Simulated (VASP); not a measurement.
# HfN (Fm-3m) in VASP: settings compared, part 2 of 2

VASP 6.6.1. The steps go on from the part before.

## Step 4: Relaxation of cell and atoms, PBE

This run uses another cell than the first one, of 11.62 Å³/atom, 1.046 times its volume.

INCAR

```
SYSTEM = HfN
  PREC = Accurate
  ENCUT = 300
  EDIFF = 1E-7
  ISMEAR = 1
  SIGMA = 0.1
  LREAL = .FALSE.
  LASPH = .TRUE.
  NELM = 80
  ALGO = Normal
  ISIF = 3
  LWAVE = .FALSE.
  LCHARG = .FALSE.
  GGA = PE
  IBRION = 2
  NSW = 90
  EDIFFG = -0.005
```

KPOINTS

```
regular mesh
0
G
  7 7 7
  0 0 0
```

POSCAR

```
HfN                                     
1.0
    0.0000000000      2.2648231598      2.2648231598
    2.2648231598      0.0000000000      2.2648231598
    2.2648231598      2.2648231598      0.0000000000
  Hf              N             
     1     1
Direct
     0.0000000000000000    0.0000000000000000    0.0000000000000000
     0.5000000000000000    0.5000000000000000    0.5000000000000000
```

Potentials or basis: VASP PAW PBE potentials, release 64 (Hf_pv, N_s).

Started as:

```sh
$ cat potpaw_PBE.64/Hf_pv/POTCAR potpaw_PBE.64/N_s/POTCAR > POTCAR
$ mpirun -np 1 vasp_std > vasp.out
```

OUTCAR:

```text
SYSTEM = HfN
   PREC = Accurate
   ENCUT = 300
   EDIFF = 1E-7
   ISMEAR = 1
   LREAL = .FALSE.
   LASPH = .TRUE.
   NELM = 80
   ISIF = 3
   GGA = PE
   IBRION = 2
   NSW = 90
   EDIFFG = -0.005

 ion  position               nearest neighbor table
   1  0.000  0.000  0.000-   2 2.26   2 2.26   2 2.26   2 2.26   2 2.26   2 2.26
   2  0.500  0.500  0.500-   1 2.26   1 2.26   1 2.26   1 2.26   1 2.26   1 2.26

  LATTYP: Found a face centered cubic cell.
 ALAT       =     4.5296463196

  Lattice vectors:

 A1 = (   0.0000000000,   2.2648231598,   2.2648231598)
 A2 = (   2.2648231598,   0.0000000000,   2.2648231598)
 A3 = (   2.2648231598,   2.2648231598,   0.0000000000)

Analysis of symmetry for initial positions (statically):
=====================================================================
 Subroutine PRICEL returns:
 Original cell was already a primitive cell.

 Routine SETGRP: Setting up the symmetry group for a
 face centered cubic supercell.

 Subroutine GETGRP returns: Found 48 space group operations
 (whereof 48 operations were pure point group operations)
 out of a pool of 48 trial point group operations.

The static configuration has the point symmetry O_h .

Analysis of symmetry for dynamics (positions and initial velocities):
=====================================================================
 Subroutine PRICEL returns:
 Original cell was already a primitive cell.

 Routine SETGRP: Setting up the symmetry group for a
 face centered cubic supercell.

 Subroutine GETGRP returns: Found 48 space group operations
 (whereof 48 operations were pure point group operations)
 out of a pool of 48 trial point group operations.

The dynamic configuration has the point symmetry O_h .

 Subroutine INISYM returns: Found 48 space group operations
 (whereof 48 operations are pure point group operations),
 and found     1 'primitive' translations

[... 101 lines left out ...]
   NUPDOWN=      -1.0000    fix difference up-down
   EMIN   =  10.00;   EMAX   =-10.00  energy-range for DOS
   EFERMI =   0.00;   METHOD = LEGACY
   ISMEAR =     1;   SIGMA  =   0.10  broadening in eV -4-tet -1-fermi 0-gaus
   EFERMI_NEDOS =   21; number of points for ismear=-14 and -15
   IALGO  =     38    algorithm
   IMIX   =      4    mixing-type and parameters
     AMIX     =   0.40;   BMIX     =  1.00
     AMIX_MAG =   1.60;   BMIX_MAG =  1.00
  volume/ion in A,a.u.               =      11.62        78.40
  Fermi-wavevector in a.u.,A,eV,Ry     =   1.414906  2.673785 27.238310  2.001959
  Thomas-Fermi vector in A             =   2.536400
   LORBIT       =      0    0 simple, 1 ext, 2 COOP (PROOUT), +10 PAW based schemes
   GGA     = PE    functional components
   LHFCALC =     F    Hartree Fock is set to
   AEXX    =    0.0000 exact exchange contribution
   IVDW    =     0    specifies the selected vdW correction
   LEPSILON=     F    determine dielectric tensor
   LRPA    =     F    only Hartree local field effects (RPA)
 conjugate gradient relaxation of ions
 non-spin polarized calculation
 Methfessel and Paxton  Order N= 1 SIGMA  =   0.10
  energy-cutoff  :      300.00
  volume of cell :       23.23
 maximum number of plane-waves:       286
 NGX is ok and might be reduce to    18
   NGX =  9   NGY =  9   NGZ =  9

--------------------------------------- Ionic step        1  -------------------------------------------

 number of electron      15.0000007 magnetization

 Free energy of the ion-electron system (eV)
  ---------------------------------------------------
  ext. energy  EPLUGINS =         0.00000000
  ---------------------------------------------------
  free energy    TOTEN  =       -21.73667482 eV

  energy without entropy =      -21.73530740  energy(sigma->0) =      -21.73621901

------------------------ aborting loop because EDIFF is reached ----------------------------------------

  FORCE on cell =-STRESS in cart. coord.  units (eV):
  Direction    XX          YY          ZZ          XY          YZ          ZX
  --------------------------------------------------------------------------------------
  -------------------------------------------------------------------------------------
  Total        0.0111340      0.0111340      0.0111340     -0.0000000     -0.0000000      0.0000000
  in kB        0.7677691      0.7677691      0.7677691     -0.0000000     -0.0000000      0.0000000
  external PRESSURE =       0.7677691 kB  Pullay stress =       0.0000000 kB
[... 59 lines left out ...]
--------------------------------------- Ionic step        3  -------------------------------------------

 number of electron      15.0000007 magnetization

 Free energy of the ion-electron system (eV)
  ---------------------------------------------------
  ext. energy  EPLUGINS =         0.00000000
  ---------------------------------------------------
  free energy    TOTEN  =       -21.73667595 eV

  energy without entropy =      -21.73530838  energy(sigma->0) =      -21.73622010

 E-fermi :   8.8956     XC(G=0): -12.6921

 val. band max:        8.6411069417   @ k =   0.1429   0.0000   0.0000
 cond. band min:       8.9040659640   @ k =   0.1429   0.0000   0.0000
 fundamental gap:      0.2629590224
 Fermi energy:         8.8956099963

 k-point     1 :       0.0000    0.0000    0.0000
  band No.  band energies     occupation
      1     -22.5520      2.00000
      2     -22.5520      2.00000
      3     -22.5520      2.00000
      4      -8.8508      2.00000
      5       5.5860      2.00000
      6       5.5860      2.00000
      7       5.5860      2.00000
      8       8.2867      2.00000
      9       8.2867      2.00000
     10       8.2867      2.00000
     11      10.3402     -0.00000
[... 293 lines left out ...]
  FREE ENERGIE OF THE ION-ELECTRON SYSTEM (eV)
  ---------------------------------------------------
  free  energy   TOTEN  =       -21.7366759545 eV

  energy  without entropy=      -21.7353083799  energy(sigma->0) =      -21.73622010

 reached required accuracy - stopping structural energy minimisation
```

OSZICAR:

```text
N       E                     dE             d eps       ncg     rms          rms(c)
DAV:   1     0.245284957640E+02    0.24528E+02   -0.60069E+03   448   0.835E+02
DAV:   2    -0.235054073126E+02   -0.48034E+02   -0.45705E+02   501   0.230E+02
DAV:   3    -0.247699561824E+02   -0.12645E+01   -0.12475E+01   586   0.308E+01
[... 22 lines left out ...]
DAV:   2    -0.217366797158E+02    0.12725E-04   -0.22916E-05   446   0.499E-02    0.323E-02
DAV:   3    -0.217366758857E+02    0.38301E-05   -0.71420E-06   481   0.254E-02    0.220E-02
DAV:   4    -0.217366757034E+02    0.18234E-06   -0.60277E-07   527   0.831E-03    0.132E-02
DAV:   5    -0.217366759482E+02   -0.24479E-06   -0.36932E-08   235   0.152E-03    0.108E-03
DAV:   6    -0.217366759545E+02   -0.62737E-08   -0.65573E-09   220   0.702E-04
   3 F= -.21736676E+02 E0= -.21736220E+02  d E =-.113742E-05
```

Wall time 6.5 s (1 thread of Intel Xeon Platinum 8559C (Emerald Rapids), shared host); peak memory 0.11 GiB.

The run converged, but some of its settings lie outside the range that counts as converged, so its numbers aren't taken as properties of the crystal.

Results:

* Free energy: -21.7367 eV
* Relaxed volume: 11.62 Å³/atom
* Relaxed cell: a = 3.203 Å, b = 3.203 Å, c = 3.203 Å, α = 60.00°, β = 60.00°, γ = 60.00°
* Space group after relaxing (to 0.05 Å): Fm-3m (No. 225)
* Energy gained by relaxing: 0.0 meV/atom
* Ionic steps: 3
* Band gap on the k mesh: none (metal or under the smearing width)

Caveat: the cutoff is under 1.25 times the usual one of these potentials, so pressure, stress and relaxed cells hold a basis-set (Pulay) error.
